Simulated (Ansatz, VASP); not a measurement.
## Two plane-wave programs on SrTiO3

```
Sr Ti O
1.0
     3.93640    0.00000    0.00000
     0.00000    3.93640    0.00000
     0.00000    0.00000    3.93640
Sr Ti O
1 1 3
Direct
  0.00000 0.00000 0.00000
  0.54573 0.50000 0.50000
  0.00000 0.50000 0.50000
  0.50000 0.00000 0.50000
  0.50000 0.50000 0.00000
```

Alike in both runs: task single point; functional PBE; k mesh 8 × 8 × 8; occupations gaussian, width 0.05 eV; no spin polarisation.

|  | VASP | Ansatz |
| --- | --- | --- |
| version | VASP 6.6.1 | Ansatz 0.2.0 |
| potentials or method | VASP PAW PBE potentials, release 64 (Sr_sv, Ti_sv, O) | scalar-relativistic, plane waves, PAW |
| plane-wave cutoff (eV) | 520 | 420 |
| valence electrons in the cell | 40 | 40 |

|  | VASP | Ansatz | Ansatz less VASP |
| --- | --- | --- | --- |
| gap on the k mesh at the Fermi level (eV) | 1.85 | 1.88 | +0.032 |
| least direct gap on the mesh (eV) | 2.47 | 2.49 | +0.023 |
| pressure (GPa) | 2.7 | 2.1 | -0.62 |
| largest component of the traceless stress (GPa) | 3.43 | 3.32 | -0.108 |
| rms of the force components (eV/Å) | 0.394 | 0.367 | -0.0265 |

Atom by atom the forces differ by 0.031 eV/Å (rms over components). With one functional, cell and mesh, what is left measures potentials, basis and numerics.

Caveats: forces of over 1 eV/Å show positions far from the minimum, so gaps and moduli don't describe the material at rest. A k mesh can miss the band edges.
